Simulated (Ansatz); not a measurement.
## BP across functionals

```xyz
2
Lattice="0.0000 2.2690 2.2690 2.2690 0.0000 2.2690 2.2690 2.2690 0.0000" Properties=species:S:1:pos:R:3 pbc="T T T"
B     0.0000    0.0000    0.0000
P     3.4035    3.4035    3.4035
```

Atom numbers follow the list: B1, P2.

The cell is COD entry 9008835, as deposited and not checked against the literature; nothing was relaxed.

One fixed cell is solved with several functionals by frozen-core PAW in Ansatz 0.2.0, scalar-relativistically. A positive pressure means that the functional wants a larger cell.

The PAW files were made with PBE; their cores are remade for each functional.

Numerical set-up: a Γ-centred 15×15×15 k mesh, Fermi–Dirac smearing of 0.05 eV, cutoff 420 eV, no spin polarisation.

Cutoffs: PBE 420 eV, LDA 420 eV, PBEsol 420 eV, r²SCAN 500 eV.

```
setting  P (GPa)  gap over the k mesh and a high-symmetry path (eV)  lowest level at Γ above −25 eV, from the valence-band top or, without a gap, the Fermi level (eV)
    PBE     1.13                                               1.24                                                                                             -15.46
    LDA        ?                                               1.19                                                                                             -15.40
 PBEsol        ?                                               1.13                                                                                             -15.49
 r²SCAN    -0.17                                               1.42                                                                                             -16.28
```

**Question.** What belongs in the row "PBEsol", column "P (GPa)"?

**Answer.** -1.96.

**Question.** Fill in "P (GPa)" for the row "LDA".

**Answer.** -5.23.
